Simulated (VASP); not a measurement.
Set up this calculation in VASP 6.6.1, as the native input.

- Task: single point
- Functional: PBE
- Potentials or basis: VASP PAW PBE potentials, release 64 (K_sv, Br)
- Cutoff: 520 eV
- k mesh: 6 × 6 × 6
- Occupations: gaussian, width 0.02 eV
- Spin: no spin polarisation
- Dipole correction: no
- Further INCAR settings: ALGO = Fast; EDIFF = 1e-06; NBANDS = 15

The structure of KBr lies in POSCAR:

```
KBr
1.0
    0.0000000000      3.2925000000      3.2925000000
    3.2925000000      0.0000000000      3.2925000000
    3.2925000000      3.2925000000      0.0000000000
K Br
1 1
Direct
    0.0000000000      0.0000000000      0.0000000000
    0.5569476082      0.4430523918      0.5569476082
```

Measurements of this composition are mostly on another form, of space group No. 225.

The cell isn't the ideal one: one atom moved.

The input as run:

INCAR

```
SYSTEM = KBr
  PREC = Accurate
  ENCUT = 520
  EDIFF = 1E-6
  ISMEAR = 0
  SIGMA = 0.02
  LREAL = .False.
  LASPH = .True.
  NELM = 100
  ALGO = Fast
  ISIF = 2
  LWAVE = .False.
  LCHARG = .True.
  GGA = PE
  LELF = .True.
  LVHAR = .True.
  NBANDS = 15
```

KPOINTS

```
Automatic mesh
0
Gamma
  6 6 6
  0 0 0
```

Potentials or basis: VASP PAW PBE potentials, release 64 (K_sv, Br).

Command:

```bash
$ cat potpaw_PBE.64/K_sv/POTCAR potpaw_PBE.64/Br/POTCAR > POTCAR
$ mpirun -np 1 vasp_std > vasp.out
```

Results of the run:

```yaml
Pressure: 1.8 GPa
Largest_force: 0.697 eV/Å
Band_gap_on_the_k_mesh: 4.49 eV, direct
```

Run time: 42 s on 1 thread of Intel(R) Xeon(R) Platinum 8488C (Sapphire Rapids), with other jobs on the host, peak memory 0.21 GiB.
